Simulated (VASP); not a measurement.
# BN (P6_3/mmc) in VASP: notebook, part 2 of 2

VASP 6.6.1. Earlier steps stand in the parts before.

## Step 4: Relaxation of cell and atoms, r2SCAN

This run uses another cell than the first one, of 9.28 Å³/atom, 1.036 times its volume.

File INCAR:

```
ALGO = Normal
EDIFF = 1E-7
EDIFFG = -0.005
ENCUT = 600
IBRION = 2
ISIF = 3
ISMEAR = 0
LASPH = T
LCHARG = F
LMIXTAU = T
LREAL = F
LWAVE = F
METAGGA = R2SCAN
NELM = 80
NSW = 90
PREC = Accurate
SIGMA = 0.03
```

File KPOINTS:

```
k-points
0
Gamma
  12 12 4
```

File POSCAR:

```
BN                                      
1.0
    2.5022488566      0.0000000000     -0.0000000000
   -1.2511244283      2.1670110764     -0.0000000000
    0.0000000000     -0.0000000000      6.8460330224
  B               N             
     2     2
Direct
     0.3333333332999970    0.6666666667000030    0.2500000000000000
     0.6666666667000030    0.3333333332999970    0.7500000000000000
     0.3333333332999970    0.6666666667000030    0.7500000000000000
     0.6666666667000030    0.3333333332999970    0.2500000000000000
```

Launch:

```bash
> cat potpaw_PBE.64/B/POTCAR potpaw_PBE.64/N/POTCAR > POTCAR
> mpirun -np 1 vasp_std > vasp.out
```

Run time: 2.4 min. Hardware: 1 thread of Intel Xeon 6975P-C (Granite Rapids), shared host; peak memory 0.17 GiB.

It converged, with:

```
Free energy                            : -38.5999 eV
Relaxed volume                         : 9.28 Å³/atom
Relaxed cell                           : a = 2.503 Å, b = 2.503 Å, c = 6.846 Å, α = 90.00°, β = 90.00°, γ = 120.00°
Space group after relaxing (to 0.05 Å) : P6_3/mmc (No. 194)
Energy gained by relaxing              : 0.0 meV/atom
Ionic steps                            : 3
Pressure after relaxing                : 0.0 GPa
Band gap on the k mesh                 : 4.92 eV, indirect (least direct gap 5.37 eV)
```

Final structure:
```
CELL_PARAMETERS angstrom
2.50250 0.00000 0.00000
-1.25125 2.16723 0.00000
0.00000 0.00000 6.84593
ATOMIC_POSITIONS crystal
B 0.33333 0.66667 0.25000
B 0.66667 0.33333 0.75000
N 0.33333 0.66667 0.75000
N 0.66667 0.33333 0.25000
```

Levels at points of the mesh, in eV from the valence-band top:
```tsv
k point	band 5	band 6	band 7	band 8	band 9	band 10	band 11	band 12
(0.00, 0.00, 0.00)	-1.35	-1.35	-1.32	-1.32	5.42	10.66	12.33	12.33
(0.50, 0.00, 0.00)	-4.29	-4.24	-1.36	-0.50	4.92	6.20	10.20	10.70
(0.00, 0.00, 0.50)	-1.34	-1.34	-1.34	-1.34	7.75	7.75	12.38	12.38
(0.50, 0.00, 0.50)	-4.26	-4.26	-0.92	-0.92	5.36	5.36	10.63	10.63
```

Caveat: the PAW data sets were made with another functional, which shifts forces and pressure a little. A k mesh can miss the band edges.

## Step 5: Relaxation of cell and atoms, PBEsol

File INCAR:

```
SYSTEM = BN
PREC = Accurate
ENCUT = 600
EDIFF = 1E-6
ISMEAR = 0
SIGMA = 0.03
LREAL = .FALSE.
LASPH = .TRUE.
NELM = 80
ALGO = Normal
ISIF = 3
LWAVE = .FALSE.
LCHARG = .FALSE.
GGA = PS
IBRION = 2
NSW = 90
EDIFFG = -0.01
```

File KPOINTS:

```
Automatic mesh
0
G
  12 12 4
  0 0 0
```

File POSCAR:

```
BN
1.0
    2.4982400000      0.0000000000      0.0000000000
   -1.2491200000      2.1635393048      0.0000000000
    0.0000000000      0.0000000000      6.6357000000
B N
2 2
Direct
    0.3333333333      0.6666666667      0.2500000000
    0.6666666667      0.3333333333      0.7500000000
    0.3333333333      0.6666666667      0.7500000000
    0.6666666667      0.3333333333      0.2500000000
```

Potentials or basis: VASP PAW PBE potentials, release 64 (B, N).

Launch:

```bash
> cat potpaw_PBE.64/B/POTCAR potpaw_PBE.64/N/POTCAR > POTCAR
> mpirun -np 1 vasp_std > vasp.out
```

OUTCAR:

```text
SYSTEM = BN
   PREC = Accurate
   ENCUT = 600
   EDIFF = 1E-6
   ISMEAR = 0
   LREAL = .FALSE.
   LASPH = .TRUE.
   NELM = 80
   ISIF = 3
   GGA = PS
   IBRION = 2
   NSW = 90
   EDIFFG = -0.01

 ion  position               nearest neighbor table
   1  0.333  0.667  0.250-   4 1.44   4 1.44   4 1.44
   2  0.667  0.333  0.750-   3 1.44   3 1.44   3 1.44
   3  0.333  0.667  0.750-   2 1.44   2 1.44   2 1.44
   4  0.667  0.333  0.250-   1 1.44   1 1.44   1 1.44

  LATTYP: Found a hexagonal cell.
 ALAT       =     2.4982400000
 C/A-ratio  =     2.6561499296

  Lattice vectors:

 A1 = (   2.4982400000,   0.0000000000,   0.0000000000)
 A2 = (  -1.2491200000,   2.1635393048,   0.0000000000)
 A3 = (   0.0000000000,   0.0000000000,   6.6357000000)

[... 425 lines left out ...]
 cond. band min:       6.1379191175   @ k =   0.5000   0.0000   0.0000
 fundamental gap:      4.2217828421
 Fermi energy:         2.0809617666

 k-point     1 :       0.0000    0.0000    0.0000
  band No.  band energies     occupation
      1     -15.8057      2.00000
      2     -15.5728      2.00000
      3      -4.2253      2.00000
      4      -2.3826      2.00000
      5       0.6082      2.00000
      6       0.6083      2.00000
      7       0.6347      2.00000
      8       0.6347      2.00000
      9       6.7817      0.00000
     10      11.6825      0.00000
     11      13.4243      0.00000
     12      13.4243      0.00000
[... 331 lines left out ...]
 k-point    24 :       0.3333    0.0000    0.2500
  band No.  band energies     occupation
      1     -13.7946      2.00000
      2     -13.6773      2.00000
      3      -4.9599      2.00000
      4      -4.9175      2.00000
      5      -1.6509      2.00000
      6      -1.6189      2.00000
      7      -1.2205      2.00000
      8      -0.1732      2.00000
      9       8.7169      0.00000
     10       9.1868      0.00000
     11      10.5940      0.00000
     12      12.0534      0.00000

 [... further k-points ...]
[... 5 lines left out ...]
  --------------------------------------------------------------------------------------
  -------------------------------------------------------------------------------------
  Total        0.0240274      0.0240274      0.0197396      0.0000000      0.0000000      0.0000000
  in kB        1.0310159      1.0310159      0.8470281      0.0000000      0.0000000      0.0000000
  external PRESSURE =       0.9696867 kB  Pullay stress =       0.0000000 kB
[... 19 lines left out ...]
  FREE ENERGIE OF THE ION-ELECTRON SYSTEM (eV)
  ---------------------------------------------------
  free  energy   TOTEN  =       -36.5744594745 eV

  energy  without entropy=      -36.5744594745  energy(sigma->0) =      -36.57445947

 reached required accuracy - stopping structural energy minimisation
```

CONTCAR:

```text
BN
   1.00000000000000
     2.5049462937301268   -0.0000000000000000   -0.0000000000000000
    -1.2524731468650634    2.1693471255359271   -0.0000000000000000
     0.0000000000000000    0.0000000000000000    6.8710655874080802
  B               N
     2     2
Direct
     0.3333333332999970    0.6666666667000030    0.2500000000000000
     0.6666666667000030    0.3333333332999970    0.7500000000000000
     0.3333333332999970    0.6666666667000030    0.7500000000000000
     0.6666666667000030    0.3333333332999970    0.2500000000000000

  0.00000000E+00  0.00000000E+00  0.00000000E+00
  0.00000000E+00  0.00000000E+00  0.00000000E+00
  0.00000000E+00  0.00000000E+00  0.00000000E+00
  0.00000000E+00  0.00000000E+00  0.00000000E+00
```

It took 1.9 min on 1 thread of Intel Xeon Platinum 8488C (Sapphire Rapids), shared host; peak memory 0.16 GiB.

What came out:

```
Free energy                            : -36.5745 eV
Relaxed volume                         : 9.33 Å³/atom
Relaxed cell                           : a = 2.505 Å, b = 2.505 Å, c = 6.871 Å, α = 90.00°, β = 90.00°, γ = 120.00°
Space group after relaxing (to 0.05 Å) : P6_3/mmc (No. 194)
Energy gained by relaxing              : 1.2 meV/atom
Ionic steps                            : 7
Pressure after relaxing                : 0.1 GPa
Band gap on the k mesh                 : 4.22 eV, indirect (least direct gap 4.59 eV)
```

The path:
```
step  energy change (eV)  largest force (eV/Å)  pressure (GPa)  volume (Å³)
   1              0.0000                0.0000            2.29        35.87
   2              0.0050                0.0000           -3.64        36.53
   3             -0.0020                0.0000            0.17        36.10
   4             -0.0023                0.0000            0.14        36.15
   5             -0.0029                0.0000            0.13        36.32
   6             -0.0038                0.0000            0.11        36.66
   7             -0.0046                0.0000            0.10        37.34
```

Final structure:
```cif
data_structure
_symmetry_space_group_name_H-M 'P 1'
_symmetry_Int_Tables_number 1
_cell_length_a 2.5049
_cell_length_b 2.5049
_cell_length_c 6.8711
_cell_angle_alpha 90.000
_cell_angle_beta 90.000
_cell_angle_gamma 120.000
_cell_volume 37.34
loop_
_atom_site_label
_atom_site_type_symbol
_atom_site_fract_x
_atom_site_fract_y
_atom_site_fract_z
_atom_site_occupancy
B1 B 0.33333 0.66667 0.25000 1
B2 B 0.66667 0.33333 0.75000 1
N1 N 0.33333 0.66667 0.75000 1
N2 N 0.66667 0.33333 0.25000 1
```

Caveat: the PAW data sets were made with another functional, which shifts forces and pressure a little; this functional lacks dispersion, which binds the layers, so the pressure and a relaxed spacing across them are unreliable.

## Step 6: Overview

```csv
level,gap on the mesh (eV),pressure (GPa),relaxed volume (Å³/atom)
PBE+D3(BJ),4.25,-0.1,8.94
r2SCAN,4.92,0.0,9.28
PBEsol,4.22,0.1,9.33
```

Alike in all rows: task relaxation of cell and atoms; potentials or basis VASP PAW PBE potentials, release 64 (B, N); no spin polarisation; cell relaxed; k mesh 12 × 12 × 4; cutoff (eV) 600; smearing gaussian 0.03 eV.

Caveats: the PAW data sets were made with another functional, which shifts forces and pressure a little (some runs); this functional lacks dispersion, which binds the layers, so the pressure and a relaxed spacing across them are unreliable (some runs).

Absolute energies hang on the potentials; compare differences alone.
